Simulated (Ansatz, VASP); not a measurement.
## Ca in VASP and in Ansatz

INCAR

```
SYSTEM = Ca
PREC = Accurate
ENCUT = 520
EDIFF = 1E-7
ISMEAR = 0
SIGMA = 0.15
LREAL = .False.
LASPH = .True.
NELM = 80
ALGO = Normal
ISIF = 2
LWAVE = .False.
LCHARG = .True.
GGA = PS
LELF = .True.
LVHAR = .True.
NBANDS = 11
```

KPOINTS

```
Automatic mesh
0
Gamma
  14 14 14
  0 0 0
```

The input POSCAR:

```
Ca
1.0
    0.0000000000      2.7942000000      2.7942000000
    2.6684610000      0.0000000000      2.7942000000
    2.6684610000      2.7942000000      0.0000000000
Ca
1
Direct
    0.0000000000      0.0000000000      0.0000000000
```

Input for Ansatz:

```yaml
crystal:
  lattice:
    - [0.0, 2.7942, 2.7942]
    - [2.668461, 0.0, 2.7942]
    - [2.668461, 2.7942, 0.0]
  atoms:
    - { symbol: Ca, position: [0.0, 0.0, 0.0] }
basis:
  ecutwfc: 420
kpoints:
  mp_grid: { grid: [14, 14, 14] }
hamiltonian:
  xc: pbesol
scf:
  occupations: { method: gaussian, width: 0.15 }
output:
  forces: true
  stress: true
  eigenvalues: true
```

Change from the starting cell: strain -0.0450 x Voigt [1, 0, 0, 0, 0, 0], atoms carried along.

Alike in both runs: task single point; functional PBEsol; k mesh 14 × 14 × 14; occupations gaussian, width 0.15 eV; no spin polarisation.

|  | VASP | Ansatz |
| --- | --- | --- |
| version | VASP 6.6.1 | Ansatz 0.2.0 |
| potentials or method | VASP PAW PBE potentials, release 64 (Ca_sv) | scalar-relativistic, plane waves, PAW |
| plane-wave cutoff (eV) | 520 | 420 |
| valence electrons in the cell | 10 | 10 |

|  | VASP | Ansatz | Ansatz less VASP |
| --- | --- | --- | --- |
| gap on the k mesh at the Fermi level (eV) | none | none | - |
| pressure (GPa) | -0.5 | -0.5 | -0.01 |
| largest component of the traceless stress (GPa) | 0.18 | 0.18 | 0.000 |

A gap of «none» marks a metal or a gap that the smearing closes.

Caveats: the PAW data sets were made with another functional, which shifts forces and pressure a little (VASP).
